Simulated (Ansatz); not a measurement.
# Cr: the cost of one run

Program: Ansatz 0.2.0. Level of theory: DFT PBE, scalar-relativistic, plane waves, PAW. These are calculated values, not measurements.

3 further runs of the same task are left out: 3 set aside as unsound or not needed.

## (1) The starting structure

The structure is cubic, space group Im-3m (No. 229). Conventional cell: a = 2.848 Å, b = 2.848 Å, c = 2.848 Å, α = 90.00°, β = 90.00°, γ = 90.00°. Cr (site symmetry m-3m) has 8 Cr at 2.47 Å in its first shell of neighbours.

Structure file:

```cif
data_structure
_symmetry_space_group_name_H-M 'P 1'
_symmetry_Int_Tables_number 1
_cell_length_a 2.8478
_cell_length_b 2.8478
_cell_length_c 2.8478
_cell_angle_alpha 90.000
_cell_angle_beta 90.000
_cell_angle_gamma 90.000
_cell_volume 23.10
loop_
_atom_site_label
_atom_site_type_symbol
_atom_site_fract_x
_atom_site_fract_y
_atom_site_fract_z
_atom_site_occupancy
Cr1 Cr 0.00000 0.00000 0.00000 1
Cr2 Cr 0.50000 0.50000 0.50000 1
```

The unstrained cell was computed beforehand with the same settings: E(σ→0) = -6755.4716 eV for 2 atoms, gap none (metal).

## (2) Strain -2.0 %

Input file input.yaml:

```yaml
crystal:
  lattice:
    - [2.790873416, 0.0, 0.0]
    - [0.0, 2.790873416, 0.0]
    - [0.0, 0.0, 2.8820039765]
  atoms:
    - { symbol: Cr, position: [0.0, 0.0, 0.0] }
    - { symbol: Cr, position: [0.5, 0.5, 0.5] }
basis:
  ecutwfc: 420
kpoints:
  mp_grid: { grid: [18, 18, 18] }
hamiltonian:
  xc: pbe
scf:
  occupations: { method: gaussian, width: 0.1 }
output:
  forces: true
  stress: true
  eigenvalues: true
relax:
  adjacent_minimum: "off"
  f_tol: 0.008
  max_steps: 40
  cell: { stress_tol: 0.015, fix: [a, b, gamma] }
```

Started as:

```bash
ansatz run input.yaml --threads 1 --pin off --max-ram 2560MiB --backend cpu --events-out ev --progress --plain --runs-dir out
```

What time and memory should one allow on 1 thread of Arm Neoverse V1, shared host?

About 41 s, with a peak of 0.49 GiB.
